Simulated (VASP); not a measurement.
Runs of VASP 6.6.1 on TePb. The structure is cubic, space group Fm-3m (No. 225). Conventional cell: a = 6.444 Å, b = 6.444 Å, c = 6.444 Å, α = 90.00°, β = 90.00°, γ = 90.00°. Te (site symmetry m-3m) has 6 Pb at 3.22 Å as nearest neighbours. Pb (site symmetry m-3m) has 6 Te at 3.22 Å as nearest neighbours. 

| task | level | potentials or basis | spin | cell | k mesh | cutoff (eV) | gap on the mesh (eV) | pressure (GPa) |
| --- | --- | --- | --- | --- | --- | --- | --- | --- |
| band structure | LDA | VASP PAW LDA potentials, release 64 (Te, Pb_d) | off | Fm-3m, 33.44 Å³/atom | 8 × 8 × 8 | 520 | (a) | -1.3 |
| band structure | PBEsol | VASP PAW PBE potentials, release 64 (Te, Pb_d) | off | Fm-3m, 33.44 Å³/atom | 8 × 8 × 8 | 520 | 0.65 | 0.0 |
| relaxation of cell and atoms | PBEsol | VASP PAW PBE potentials, release 64 (Te, Pb_d) | off | relaxed | 8 × 8 × 8 | 600 | 0.65 | 0.0 |
| band structure | r2SCAN | VASP PAW PBE potentials, release 64 (Te, Pb_d) | off | Fm-3m, 33.44 Å³/atom | 8 × 8 × 8 | 520 | 1.00 | 2.0 |
| band structure | PBEsol | VASP PAW PBE potentials, release 64 (Te, Pb_d) | SOC, no magnetisation | Fm-3m, 33.44 Å³/atom | 6 × 6 × 6 | 520 | - | (b) |

Alike in all rows: smearing gaussian 0.03 eV.

Q: Fill in the values left out.

A: (a) 0.62; (b) -0.2.

Caveats: spin-orbit coupling is left out, which as a rule narrows the gap of such compounds by several tenths of an eV (some runs); the PAW data sets were made with another functional, which shifts forces and pressure a little (some runs).

A k mesh can miss the band edges, and rows without SOC leave out spin-orbit coupling on Pb, Te.
